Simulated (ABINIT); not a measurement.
# BP (F-43m): G0W0 with ABINIT, start to end

How does a plane-wave GW calculation on BP (F-43m) run from the first input to the gap?

Main program and level: ABINIT 10.8.3; LDA and many-body steps on it, plane waves.

### 1. The starting structure

It takes space group F-43m (No. 216, cubic). Conventional cell: a = 4.538 Å, b = 4.538 Å, c = 4.538 Å, α = 90.00°, β = 90.00°, γ = 90.00°. Nearest to B lie 4 P at 1.97 Å. P has 4 B at 1.97 Å nearest. Farther neighbours are not listed.

The cell and positions come from the Crystallography Open Database and are kept as given unless a step says otherwise.

### 2. Ground state

This step: ABINIT 10.8.3; DFT, LDA, plane waves, norm-conserving pseudopotentials.

The ground-state density comes first.

The input, run.abi:

```
acell 3*1.0 Angstrom
rprim 
  0.000000000000 2.269000000000 2.269000000000
  2.269000000000 0.000000000000 2.269000000000
  2.269000000000 2.269000000000 0.000000000000
ntypat 2
znucl 5 15
natom 2
typat 1 2
xred 
  0.000000000000 0.000000000000 0.000000000000
  0.250000000000 0.250000000000 0.250000000000
pp_dirpath "pseudos"
pseudos "B.upf, P.upf"
ecut 34
ngkpt 8 8 8
nshiftk 1
shiftk 0 0 0
kptopt 1
chksymbreak 0
nband 9
occopt 1
tolvrs 1e-10
nstep 60
prtwf 0
indata_prefix "in"
outdata_prefix "out"
tmpdata_prefix "tmp"
```

The run is started by

```
$ OMP_NUM_THREADS=1 mpirun -n 4 abinit run.abi > log
```

Numbers of over 12 decimals in the logs are rounded to 6 here.

Log:

```text
.Version 10.8.3 of ABINIT. v10.8.2 released Aug 2026.

 Symmetries : space group F-4 3 m (#216); Bravais cF (face-center cubic)
================================================================================
 Values of the parameters that define the memory need of the present run
     intxc =       0    ionmov =       0      iscf =       7    lmnmax =       6
     lnmax =       6     mgfft =      32  mpssoang =       3    mqgrid =    3001
     natom =       2  nloc_mem =       1    nspden =       1   nspinor =       1
    nsppol =       1      nsym =      24    n1xccc =    2501    ntypat =       2
    occopt =       1   xclevel =       1
-    mband =           9        mffmem =           1         mkmem =           8
       mpw =        1506          nfft =       32768          nkpt =          29
================================================================================
  Rough estimation (10% accuracy) of disk space for files :
================================================================================

--------------------------------------------------------------------------------
------------- Echo of variables that govern the present computation ------------
--------------------------------------------------------------------------------
 -outvars: echo values of preprocessed input variables --------
            acell      1.8897261259E+00  1.8897261259E+00  1.8897261259E+00 Bohr

      chksymbreak           0
             ecut      3.40000000E+01 Hartree
-          fftalg         312

              ixc       -1012
              kpt      0.00000000E+00  0.00000000E+00  0.00000000E+00
                       1.25000000E-01  0.00000000E+00  0.00000000E+00
                       2.50000000E-01  0.00000000E+00  0.00000000E+00
                       3.75000000E-01  0.00000000E+00  0.00000000E+00
                       5.00000000E-01  0.00000000E+00  0.00000000E+00
                       1.25000000E-01  1.25000000E-01  0.00000000E+00
                       2.50000000E-01  1.25000000E-01  0.00000000E+00
                       3.75000000E-01  1.25000000E-01  0.00000000E+00
                       5.00000000E-01  1.25000000E-01  0.00000000E+00
   [... 18 further rows ...]
                      -3.75000000E-01  5.00000000E-01  1.25000000E-01
                      -2.50000000E-01  5.00000000E-01  2.50000000E-01
         kptrlatt        8    0    0      0    8    0      0    0    8
          kptrlen      4.85107901E+01
P           mkmem           8
            natom           2
            nband           9
            ngfft          32      32      32
             nkpt          29
            nstep          60
             nsym          24
           ntypat           2
              occ      2.000000  2.000000  2.000000  2.000000  0.000000  0.000000
[...]
prtwf           0
            rprim      0.0000000000E+00  2.2690000000E+00  2.2690000000E+00
[...]
spgroup         216

           tolvrs      1.00000000E-10

             xred      0.0000000000E+00  0.0000000000E+00  0.0000000000E+00
[...]
znucl        5.00000   15.00000

================================================================================

 chkinp: Checking input parameters for consistency.

================================================================================
== DATASET  1 ==================================================================
-   mpi_nproc: 4, omp_nthreads: 1 (-1 if OMP is not activated)

--- !DatasetInfo
iteration_state: {dtset: 1, }
dimensions: {natom: 2, nkpt: 29, mband: 9, nsppol: 1, nspinor: 1, nspden: 1, mpw: 1506, }
cutoff_energies: {ecut:  34.0, pawecutdg:  -1.0, }
electrons: {nelect:   8.00000000E+00, charge:   0.00000000E+00, occopt:   1.00000000E+00, tsmear:   1.00000000E-02, }

 Real(R)+Recip(G) space primitive vectors, cartesian coordinates (Bohr,Bohr^-1):
 R(1)=  0.0000000  4.2877886  4.2877886  G(1)= -0.1166102  0.1166102  0.1166102
 R(2)=  4.2877886  0.0000000  4.2877886  G(2)=  0.1166102 -0.1166102  0.1166102
 R(3)=  4.2877886  4.2877886  0.0000000  G(3)=  0.1166102  0.1166102 -0.1166102
 Unit cell volume ucvol=  1.5766311E+02 bohr^3
 Angles (23,13,12)=  6.00000000E+01  6.00000000E+01  6.00000000E+01 degrees

 getcut: wavevector=  0.0000  0.0000  0.0000  ngfft=  32  32  32
         ecut(hartree)=     34.000   => boxcut(ratio)=   2.01047

--- Pseudopotential description ------------------------------------------------
- B Generated using ONCVPSP code by D. R. Hamann
-  5.00000   3.00000  180309                  znucl, zion, pspdat
12 -1012 1 -1 1498                            pspcod,pspxc,lmax,lloc,mmax
     nproj     2     2     0
  pspatm : epsatm=    3.19369156
         --- l  ekb(1:nproj) -->
[...]
pspatm: atomic psp has been read  and splines computed

- P Generated using ONCVPSP code by D. R. Hamann
- 15.00000   5.00000  180309                  znucl, zion, pspdat
12 -1012 2 -1 1298                            pspcod,pspxc,lmax,lloc,mmax
     nproj     2     2     2
  pspatm : epsatm=    7.03163270
         --- l  ekb(1:nproj) -->
[...]
2   -3.024864   -0.802189
 pspatm: atomic psp has been read  and splines computed

   8.18025940E+01                                ecore*ucvol(ha*bohr**3)
--------------------------------------------------------------------------------

_setup2: Arith. and geom. avg. npw (full set) are    1493.475    1493.449

================================================================================

--- !BeginCycle
iteration_state: {dtset: 1, }
solver: {iscf: 7, nstep: 60, nline: 4, wfoptalg: 0, }
tolerances: {tolvrs: 1.00E-10, }

     iter   Etot(hartree)      deltaE(h)  residm     vres2
 ETOT  1  -9.915056    -9.915E+00 5.083E-02 1.109E+02
 ETOT  2  -9.939581    -2.452E-02 4.560E-03 2.318E+01
 ETOT  3  -9.945288    -5.707E-03 1.347E-02 2.185E-01
 ETOT  4  -9.945333    -4.526E-05 7.401E-03 9.600E-04
 ETOT  5  -9.945333    -7.213E-08 2.933E-03 1.073E-05
 ETOT  6  -9.945333    -1.420E-09 3.814E-04 2.248E-07
 ETOT  7  -9.945333    -3.630E-11 1.226E-04 2.352E-09
 ETOT  8  -9.945333    -2.238E-13 4.714E-05 5.082E-11

 At SCF step    8       vres2   =  5.08E-11 < tolvrs=  1.00E-10 =>converged.

 Cartesian components of stress tensor (hartree/bohr^3)
  sigma(1 1)=  1.93282974E-04  sigma(3 2)=  0.00000000E+00
  sigma(2 2)=  1.93282974E-04  sigma(3 1)=  0.00000000E+00
  sigma(3 3)=  1.93282974E-04  sigma(2 1)=  0.00000000E+00

--- !ResultsGS
iteration_state: {dtset: 1, }
comment   : Summary of ground state results
lattice_vectors:
- [  0.0000000,   4.2877886,   4.2877886, ]
- [  4.2877886,   0.0000000,   4.2877886, ]
- [  4.2877886,   4.2877886,   0.0000000, ]
lattice_lengths: [   6.06385,    6.06385,    6.06385, ]
lattice_angles: [ 60.000,  60.000,  60.000, ] # degrees, (23, 13, 12)
lattice_volume:   1.5766311E+02
convergence: {deltae: -2.238E-13, res2:  5.082E-11, residm:  4.714E-05, diffor: null, }
etotal    :  -9.94533338E+00
entropy   :   0.00000000E+00
fermie    :   2.66764467E-01
cartesian_stress_tensor: # hartree/bohr^3
- [  1.93282974E-04,   0.00000000E+00,   0.00000000E+00, ]
- [  0.00000000E+00,   1.93282974E-04,   0.00000000E+00, ]
- [  0.00000000E+00,   0.00000000E+00,   1.93282974E-04, ]
pressure_GPa:  -5.6866E+00
xred      :
- [  0.0000E+00,   0.0000E+00,   0.0000E+00,  B]
- [  2.5000E-01,   2.5000E-01,   2.5000E-01,  P]
cartesian_forces: # hartree/bohr
- [ -0.00000000E+00,  -0.00000000E+00,  -0.00000000E+00, ]
- [ -0.00000000E+00,  -0.00000000E+00,  -0.00000000E+00, ]
force_length_stats: {min:   0.00000000E+00, max:   0.00000000E+00, mean:   0.00000000E+00, }

 Integrated electronic density in atomic spheres:
 ------------------------------------------------
 Atom  Sphere_radius  Integrated_density
    1        2.00000          2.69856628
    2        2.00000          2.92877689
================================================================================

 ----iterations are completed or convergence reached----

 Mean square residual over all n,k,spin=   33.024E-08; max=  47.139E-06
 reduced coordinates (array xred) for    2 atoms
       0.000000000000      0.000000000000      0.000000000000
       0.250000000000      0.250000000000      0.250000000000
 rms dE/dt=  0.0000E+00; max dE/dt=  0.0000E+00; dE/dt below (all hartree)
    1       0.000000000000      0.000000000000      0.000000000000
    2       0.000000000000      0.000000000000      0.000000000000

 cartesian coordinates (angstrom) at end:
    1      0.000000     0.000000     0.000000
    2      1.134500     1.134500     1.134500

 cartesian forces (hartree/bohr) at end:
    1     -0.000000    -0.000000    -0.000000
    2     -0.000000    -0.000000    -0.000000
 frms,max,avg= 0.0000000E+00 0.0000000E+00   0.000E+00  0.000E+00  0.000E+00 h/b

 cartesian forces (eV/Angstrom) at end:
    1     -0.000000    -0.000000    -0.000000
    2     -0.000000    -0.000000    -0.000000
 frms,max,avg= 0.0000000E+00 0.0000000E+00   0.000E+00  0.000E+00  0.000E+00 e/A
 length scales=  1.889726125908  1.889726125908  1.889726125908 bohr
              =  1.000000000000  1.000000000000  1.000000000000 angstroms
 prteigrs : about to open file out_EIG
 Fermi (or HOMO) energy (hartree) =   0.26676   Average Vxc (hartree)=  -0.40614
 Eigenvalues (hartree) for nkpt=  29  k points:
 kpt#   1, nband=  9, wtk=  0.00195, kpt=  0.0000  0.0000  0.0000 (reduced coord)
  -0.29912    0.26676    0.26676    0.26676    0.39121    0.39121    0.39121    0.53650
   0.68093
 prteigrs : prtvol=0 or 1, do not print more k-points.

--- !EnergyTerms
iteration_state     : {dtset: 1, }
comment             : Components of total free energy in Hartree
kinetic             :  4.66327709358637E+00
hartree             :  6.28233186811952E-01
xc                  : -3.32048385479749E+00
Ewald energy        : -1.04916197636976E+01
psp_core            :  5.18844228886739E-01
local_psp           : -3.01821889928580E+00
non_local_psp       :  1.07463463149545E+00
total_energy        : -9.94533337700038E+00
total_energy_eV     : -2.70626307866604E+02
band_energy         :  2.34280599719305E-01

 Cartesian components of stress tensor (hartree/bohr^3)
  sigma(1 1)=  1.93282974E-04  sigma(3 2)=  0.00000000E+00
  sigma(2 2)=  1.93282974E-04  sigma(3 1)=  0.00000000E+00
  sigma(3 3)=  1.93282974E-04  sigma(2 1)=  0.00000000E+00

-Cartesian components of stress tensor (GPa)         [Pressure= -5.6866E+00 GPa]
- sigma(1 1)=  5.68658142E+00  sigma(3 2)=  0.00000000E+00
- sigma(2 2)=  5.68658142E+00  sigma(3 1)=  0.00000000E+00
- sigma(3 3)=  5.68658142E+00  sigma(2 1)=  0.00000000E+00

== END DATASET(S) ==============================================================
================================================================================

 -outvars: echo values of variables after computation  --------
           etotal     -9.9453333770E+00
            nband           9
             nkpt          29
          spgroup         216
 [... the other variables as echoed above ...]

 Calculation completed.
```

The job ended after 3.3 s (4 MPI ranks of Arm Neoverse V2, shared host; peak memory 0.26 GiB; 13 s of CPU time).

Numbers from this step:

* total energy: -270.6263 eV
* gap: 1.229 eV
* k of the valence top: 0, 0, 0
* k of the conduction bottom: 0.375, 0.375, 0
* least direct gap: 3.386 eV
* pressure: -5.687 GPa

The gap is indirect, with the least direct gap 2.16 eV higher.

The cutoff was set for levels, not for stress, so the pressure can be off by some GPa.

[end of part 1 of 3]

[Paths, hosts, dates, memory and timing lines, banners, echoed tables and standing remarks are left out of the program output.]

[Logs are printed without paths, hosts, clocks, repeated set-up lines and the standing remarks that a program may print on its own settings, such as how far it seeks lower states.]

[Runs of the session that timed out or met a known fault of the program may be left out.]

[Hosts, paths, dates, database ids (printed as entryN), source tags and the programs' standing remarks are cut or masked in the printed files.]

[G0W0 gaps are taken among the corrected bands and points alone; a level outside them can change the order at an edge.]

[Where Ansatz stands beside ABINIT at settings called matched, ABINIT's density can come from a denser mesh and the files from another edition; pairs whose starting gaps differed by over 0.03 eV were left out, so agreement reads better than it is.]
